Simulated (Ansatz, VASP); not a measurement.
# BN in VASP and in Ansatz

```
B N
1.0
     2.46521    0.00000    0.00000
    -1.23260    2.13493    0.00000
     0.00000    0.00000    4.52027
B N
2 2
Direct
  0.64838 0.33333 0.99981
  0.35162 0.66667 0.49981
  0.68624 0.33333 0.62519
  0.31376 0.66667 0.12519
```

Change from the starting cell: mode 4 frozen in at -0.050 Å, strain +e along z and -e/2 along x and y +0.0700.

Alike in both runs: task single point; functional PBE; k mesh 12 × 12 × 6; occupations gaussian, width 0.05 eV; no spin polarisation.

|  | VASP | Ansatz |
| --- | --- | --- |
| version | VASP 6.6.1 | Ansatz 0.2.0 |
| potentials or method | VASP PAW PBE potentials, release 64 (B, N) | scalar-relativistic, plane waves, PAW |
| plane-wave cutoff (eV) | 520 | 520 |
| valence electrons in the cell | 16 | 16 |

VASP gave:

```
gap on the k mesh at the Fermi level (eV)       : 4.74
least direct gap on the mesh (eV)               : 5.17
pressure (GPa)                                  : 6.4
largest component of the traceless stress (GPa) : 61.75
rms of the force components (eV/Å)              : 0.343
```

Question: Estimate Ansatz's values.

Answer: gap on the k mesh at the Fermi level (eV): 4.75; least direct gap on the mesh (eV): 5.17; pressure (GPa): 6.2; largest component of the traceless stress (GPa): 61.40; rms of the force components (eV/Å): 0.349.

Atom by atom the forces differ by 0.010 eV/Å (rms over components).

A k mesh can miss the band edges.
